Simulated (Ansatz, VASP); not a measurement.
# Pb: VASP beside Ansatz

INCAR

```
PREC = Accurate
ENCUT = 520
EDIFF = 1E-7
ISMEAR = 0
SIGMA = 0.05
LREAL = F
LASPH = T
NELM = 150
ALGO = Fast
ISIF = 2
LWAVE = F
LCHARG = F
MAGMOM = 0 0 0
LORBIT = 11
LSORBIT = T
GGA_COMPAT = F
LORBMOM = T
GGA = RE
IVDW = 12
NBANDS = 25
```

The input KPOINTS:

```
Automatic mesh
0
Gamma
  9 9 9
```

The input POSCAR:

```
Pb
1.0
    0.0000000000      2.4750200000      2.4750200000
    2.4750200000      0.0000000000      2.4750200000
    2.4750200000      2.4750200000      0.0000000000
Pb
1
Direct
    0.0000000000      0.0000000000      0.0000000000
```

File input.yaml:

```yaml
crystal:
  lattice:
    - [0.0, 2.47502, 2.47502]
    - [2.47502, 0.0, 2.47502]
    - [2.47502, 2.47502, 0.0]
  atoms:
    - { symbol: Pb, position: [0.0, 0.0, 0.0] }
hamiltonian:
  xc: revpbe
  pseudopotentials: { kind: paw_fr }
  dispersion: d3bj
magnetization:
  noncollinear: true
  spin_orbit: true
kpoints:
  mp_grid: { grid: [9, 9, 9] }
  band_path:
    path:
      - [[0.0, 0.0, 0.0], [0.5, 0.0, 0.5], [0.5, 0.25, 0.75], [0.375, 0.375, 0.75], [0.0, 0.0, 0.0], [0.5, 0.5, 0.5], [0.625, 0.25, 0.625], [0.5, 0.25, 0.75], [0.5, 0.5, 0.5], [0.375, 0.375, 0.75]]
      - [[0.625, 0.25, 0.625], [0.5, 0.0, 0.5]]
    npoints: 14
scf:
  occupations: { method: gaussian, width: 0.05 }
  n_extra_bands: 32
output:
  forces: true
  stress: true
  eigenvalues: true
  fatbands: true
```

Alike in both runs: functional revPBE; dispersion D3(BJ); k mesh 9 × 9 × 9; occupations gaussian, width 0.05 eV; non-collinear spin, spin-orbit coupling.

```csv
,VASP,Ansatz
version,VASP 6.6.1,Ansatz 0.2.0
potentials or method,"VASP PAW PBE potentials, release 64 (Pb_d)",Ansatz PAW
plane-wave cutoff (eV),520,420
valence electrons in the cell,14,14
task,single point,band structure
```

VASP gave:

| Item | Value |
| --- | --- |
| gap on the k mesh at the Fermi level (eV) | none |
| pressure (GPa) | -0.5 |
| net moment per atom (μB) | 0.00 |
| dispersion energy (meV/atom) | -734.8 |

**Question.** Which values does Ansatz return?

**Answer.** gap on the k mesh at the Fermi level (eV): none; pressure (GPa): -0.6; net moment per atom (μB): 0.00; dispersion energy (meV/atom): -735.0.

A gap of «none» marks a metal or a gap that the smearing closes.

Caveats: the PAW data sets were made with another functional, which shifts forces and pressure a little (VASP); pairwise dispersion overbinds metals, which lowers pressure and volume (Ansatz); the PAW data sets come from PBE, with cores solved anew for the run's functional, which leaves a small shift of forces and pressure (Ansatz).
